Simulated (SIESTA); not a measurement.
Crystal: GaP.

```
Ga P
1.0
     0.00000    2.72525    2.72525
     2.72525    0.00000    2.72525
     2.72525    2.72525    0.00000
Ga P
1 1
Direct
  0.00000 0.00000 0.00000
  0.75000 0.75000 0.75000
```

```yaml
Program: SIESTA 5.4.2
Task: relaxation of cell and atoms
Functional: OLYP
Potentials_or_basis: PseudoDojo 0.4 standard (PBE files, fully relativistic)
Basis: DZP (energy shift 0.002 Ry; radii capped at 9.5 bohr)
Grid_cutoff: 800 Ry
Energy_shift: 0.002 Ry
k_mesh: 6 × 6 × 6
Occupations: fermi-dirac, width 0.05 eV
Spin: non-collinear spin, ferromagnetic start, spin-orbit coupling
Starting_moments: "[[0.289, 0.289, 0.289], [0.0, 0.0, 0.0]] μB"
```

At the start: pressure 4.8 GPa; volume 20.24 Å³/atom.

Q: Where does the relaxation end?

A: Over 4 steps the energy falls by 15.4 meV/atom and the volume is 21.45 Å³/atom (+6.0 %); space group F-43m (No. 216, to 0.05 Å); moment 0.00 μB per cell.

Step by step:
| step | energy change (eV) | largest force (eV/Å) | pressure (GPa) | volume (Å³) |
| --- | --- | --- | --- | --- |
| 1 | 0.0000 | 0.0003 | 4.76 | 40.48 |
| 2 | -0.0259 | 0.0019 | 1.67 | 41.90 |
| 3 | -0.0215 | 0.0051 | -2.10 | 44.24 |
| 4 | -0.0309 | 0.0034 | -0.06 | 42.89 |

Final structure:
```
CELL_PARAMETERS angstrom
0.00034 2.77847 2.77847
2.77847 0.00034 2.77847
2.77847 2.77847 0.00034
ATOMIC_POSITIONS crystal
Ga 0.99997 0.99997 0.99997
P 0.75003 0.75003 0.75003
```

Caveat: semicore shells carry a single zeta, which can move pressures by several GPa and volumes by a few percent; the potentials were made for another functional, which shifts forces and pressure; the basis of atomic orbitals isn't converged, which shifts pressures, moduli and gaps.
